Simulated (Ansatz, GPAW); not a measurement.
Given: the input of a run of Ansatz 0.2.0 on FeO (Wuestite). 

Contents of input.yaml:

```yaml
crystal:
  lattice:
    - [0.0, 2.1554, 2.1554]
    - [2.1554, 0.0, 2.1554]
    - [2.1554, 2.1554, 0.0]
  atoms:
    - { symbol: Fe, position: [0.0, 0.0, 0.0], spin: 3.0 }
    - { symbol: O, position: [0.5, 0.5, 0.5] }
hamiltonian:
  xc: pbe
  pseudopotentials: { kind: paw }
magnetization:
  spin_polarized: true
kpoints:
  mp_grid: { grid: [11, 11, 11] }
scf:
  occupations: { method: gaussian, width: 0.02 }
output:
  forces: true
  stress: true
  eigenvalues: true
```

Potentials or basis: Ansatz PAW.

Run with:

```console
$ ansatz run input.yaml --threads 2 --pin off --max-ram 5632MiB --backend cpu --events-out ev --progress --plain --runs-dir out
```

Question: What does the same run look like in GPAW 26.7.0 (ASE script)? Potentials or basis there: GPAW PAW data sets (gpaw-data 1.2.1), cutoff 800 eV.

Answer: As run (cutoffs and basis follow the program's own potentials, and thresholds, step limits or extra output files can differ):

File run.py:

```python
from ase.dft.bandgap import bandgap
from ase.io import read, write
from ase.units import Bohr, GPa
from gpaw import GPAW, PW
from gpaw.elf import elf_from_dft_calculation

atoms = read('FeO.xyz')
atoms.set_initial_magnetic_moments([3.0, 0.0])

calc = GPAW(mode=PW(800),
            xc='PBE',
            kpts={'size': (11, 11, 11), 'gamma': True},
            occupations={'name': 'methfessel-paxton', 'order': 0, 'width': 0.02},
            nbands=17,
            convergence={'density': 1e-05, 'energy': 1e-05},
            maxiter=150,
            txt='gpaw.txt')
atoms.calc = calc
energy = atoms.get_potential_energy()
forces = atoms.get_forces()
stress = atoms.get_stress()
calc.write('gs.gpw')
write('result.traj', atoms)
print(f'Energy: {energy:.6f} eV')
print('Forces (eV/A):')
print(forces.round(4))
print('Stress (GPa):', (stress / GPa).round(3))
print('Moments:', calc.get_magnetic_moments().round(3))
print('Fermi level:', round(calc.get_fermi_level(), 4), 'eV')
print(f'Gap: {bandgap(calc)[0]:.4f} eV, direct: {bandgap(calc, direct=True)[0]:.4f} eV')

# fields on the real-space grid
write('density.cube', atoms, data=calc.get_pseudo_density() * Bohr**3)
write('potential.cube', atoms, data=calc.get_electrostatic_potential())
write('spin.cube', atoms, data=(calc.get_pseudo_density(spin=0) - calc.get_pseudo_density(spin=1)) * Bohr**3)
write('elf.cube', atoms, data=elf_from_dft_calculation(calc).data)
```

The input FeO.xyz:

```xyz
2
Lattice="0.0000000000 2.1554000000 2.1554000000 2.1554000000 0.0000000000 2.1554000000 2.1554000000 2.1554000000 0.0000000000" Properties=species:S:1:pos:R:3 pbc="T T T"
Fe     0.0000000000      0.0000000000      0.0000000000
O      2.1554000000      2.1554000000      2.1554000000
```

Potentials or basis: GPAW PAW data sets (gpaw-data 1.2.1), pw.

Launch:

```sh
$ OMP_NUM_THREADS=1 python run.py
```

Both were run:

|  | Ansatz | GPAW |
| --- | --- | --- |
| Pressure | -0.3 GPa | 0.8 GPa |
| Net moment | 4.00 μB per cell | 4.00 μB per cell |

Ansatz's pressure holds a Pulay term of +0.65 GPa for its cutoff of 420 eV, which the other run lacks.

The potentials hold 22 and 14 valence electrons a cell.

Where Ansatz's input types no cutoff or centring, it takes its own default and a Γ-centred mesh.

The magnetic state is the one that the start led to; the real crystal's order can differ.

Pressure is positive in compression.
